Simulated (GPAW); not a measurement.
A run of GPAW 26.7.0:

Contents of run.py:

```python
from ase.io import read, write
from ase.optimize import BFGS
from gpaw import GPAW, PW

atoms = read('GaP.xyz')

calc = GPAW(mode=PW(600),
            xc='PBE',
            kpts={'size': (8, 8, 8), 'gamma': True},
            occupations={'name': 'fermi-dirac', 'width': 0.05},
            nbands=11,
            convergence={'density': 1e-05, 'forces': 0.0001},
            maxiter=150,
            txt='gpaw.txt')
atoms.calc = calc
opt = BFGS(atoms, trajectory='relax.traj', logfile='-')
done = opt.run(fmax=0.02, steps=60)
calc.write('gs.gpw')
write('result.traj', atoms)
print('Converged:', done)
print('Cell:', atoms.cell.cellpar().round(4))
print('Volume:', round(atoms.get_volume(), 4))
print(atoms.get_scaled_positions().round(5))
```

GaP.xyz

```xyz
2
Lattice="0.0000000000 2.7252500000 2.7252500000 2.6707450000 0.0000000000 2.7252500000 2.6707450000 2.7252500000 0.0000000000" Properties=species:S:1:pos:R:3 pbc="T T T"
Ga     0.0000000000      0.0000000000      0.0000000000
P      4.0061175000      4.0878750000      4.0878750000
```

Potentials or basis: GPAW PAW data sets (gpaw-data 1.2.1), pw.

The run is started by

```console
$ OMP_NUM_THREADS=1 python run.py
```

Hardware: 1 thread of Arm Neoverse V1 (shared host).

Task: Estimate the wall time of this run.

Result: Run time: 21 s on 1 thread of Arm Neoverse V1 (shared host), peak memory 0.16 GiB. Counts: scf iterations 10, plane waves 1341, bands 11, k points 59, ion steps 1.
